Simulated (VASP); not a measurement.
Si:

```
Si
1.0
    -0.38151    1.90030    1.97204
     1.69610    0.02694    1.56359
     1.96856    1.76430   -0.24552
Si
1
Direct
  0.00000 0.00000 0.00000
```

This isn't the form of Si at room conditions, which is diamond.

The cell isn't the ideal one: cell sheared at random, sigma 0.1, atoms nudged by 0.01 Å.

| Property | Result |
| --- | --- |
| Program | VASP 6.6.1 |
| Task | relaxation of cell and atoms |
| Functional | r2SCAN |
| Potentials or basis | VASP PAW PBE potentials, release 64 (Si) |
| Cutoff | 600 eV |
| k mesh | 10 × 14 × 11 |
| Occupations | gaussian, width 0.05 eV |
| Spin | no spin polarisation |

At the start: pressure 11.7 GPa; volume 13.49 Å³/atom.

**Question.** Where does the relaxation end?

**Answer.** Over 25 steps the energy falls by 156.0 meV/atom and the volume is 14.25 Å³/atom (+5.6 %); space group P-1 (No. 2, to 0.05 Å).

Step by step:
```
step  energy change (eV)  largest force (eV/Å)  pressure (GPa)  volume (Å³)
   1              0.0000                0.0000           11.67        13.49
   2             -0.1084                0.0000           -6.12        15.42
   3             -0.1187                0.0000           -2.99        14.87
   4             -0.1188                0.0000           -2.79        14.84
   5             -0.1369                0.0000           -1.08        14.46
   6             -0.1466                0.0000            2.73        13.84
   7             -0.1472                0.0000            1.86        13.95
   8             -0.1504                0.0000            0.59        14.12
   9             -0.1507                0.0000            0.88        14.09
  10             -0.1517                0.0000           -0.27        14.25
  11             -0.1518                0.0000           -0.52        14.29
  12             -0.1528                0.0000           -0.72        14.32
  13             -0.1552                0.0000           -0.97        14.41
  14             -0.1551                0.0000           -0.81        14.38
  15             -0.1554                0.0000           -0.92        14.40
  16             -0.1559                0.0000            0.31        14.22
  17             -0.1559                0.0000           -0.05        14.26
  18             -0.1560                0.0000            0.02        14.24
  19             -0.1560                0.0000            0.02        14.25
  20             -0.1560                0.0000           -0.01        14.25
  21             -0.1560                0.0000           -0.10        14.26
  22             -0.1560                0.0000           -0.02        14.25
  23             -0.1560                0.0000           -0.05        14.25
  24             -0.1560                0.0000            0.04        14.24
  25             -0.1560                0.0000           -0.01        14.25
```

Final structure:
```
Si
1.0
    -0.28099    1.70501    1.99950
     1.90404    0.07067    1.67756
     2.22631    1.73013   -0.24271
Si
1
Direct
  0.00000 0.00000 0.00000
```

Caveat: the PAW data sets were made with another functional, which shifts forces and pressure a little.
